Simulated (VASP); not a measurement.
Cd: density of states with PBE

The system is Cd.

```
CELL_PARAMETERS angstrom
0.00000 2.25414 2.25414
2.25414 0.00000 2.25414
2.25414 2.25414 0.00000
ATOMIC_POSITIONS crystal
Cd 0.00000 0.00000 0.00000
```

The cell was built by a generator and needn't be a form met in nature.

* Program: VASP 6.6.1
* Task: density of states
* Functional: PBE
* Potentials or basis: VASP PAW PBE potentials, release 64 (Cd)
* Cutoff: 520 eV
* k mesh: 16 × 16 × 16
* Occupations: gaussian, width 0.05 eV
* Spin: no spin polarisation
* Dipole correction: no
* k mesh for the DOS: 24 × 24 × 24
* Further INCAR settings: ALGO = Normal; EDIFF = 1e-06; NBANDS = 12

```json
{
 "Valence electrons inside the program's atomic spheres": "Cd 10.29"
}
```

Levels at points of the mesh, in eV from the Fermi level:
| k point | band 2 | band 3 | band 4 | band 5 | band 6 | band 7 | band 8 | band 9 | band 10 | band 11 |
| --- | --- | --- | --- | --- | --- | --- | --- | --- | --- | --- |
| (0.00, 0.00, 0.00) | -8.98 | -8.98 | -8.58 | -8.58 | -8.41 | 13.75 | 14.50 | 14.50 | 14.50 | 17.80 |
| (0.50, 0.00, 0.00) | -8.98 | -8.98 | -8.24 | -8.24 | -2.10 | -1.37 | 12.14 | 12.14 | 12.87 | 15.97 |
| (0.50, 0.50, 0.00) | -9.48 | -8.26 | -8.15 | -8.15 | -0.65 | 1.24 | 6.65 | 6.65 | 10.73 | 10.75 |

States per cell in windows of 1 eV (zero at the Fermi level; states under -8 eV left out):
```csv
from (eV),total,Cd1_p,Cd1_s,Cd1_d
-8.0,0.11,0.00,0.04,0.01
-7.0,0.16,0.01,0.05,0.01
-6.0,0.20,0.02,0.06,0.01
-5.0,0.23,0.02,0.06,0.02
-4.0,0.27,0.03,0.07,0.02
-3.0,0.30,0.04,0.07,0.02
-2.0,0.31,0.05,0.07,0.02
-1.0,0.39,0.06,0.09,0.03
0.0,0.34,0.07,0.06,0.02
1.0,0.42,0.08,0.09,0.03
2.0,0.40,0.08,0.08,0.03
3.0,0.46,0.10,0.07,0.04
4.0,0.48,0.11,0.06,0.04
5.0,0.52,0.13,0.05,0.04
6.0,0.62,0.17,0.04,0.05
7.0,0.59,0.17,0.03,0.05
```

Run time: 41 s on 1 thread of Intel(R) Xeon(R) Platinum 8375C CPU @ 2.90GHz (Ice Lake), with other jobs on the host, peak memory 0.22 GiB.
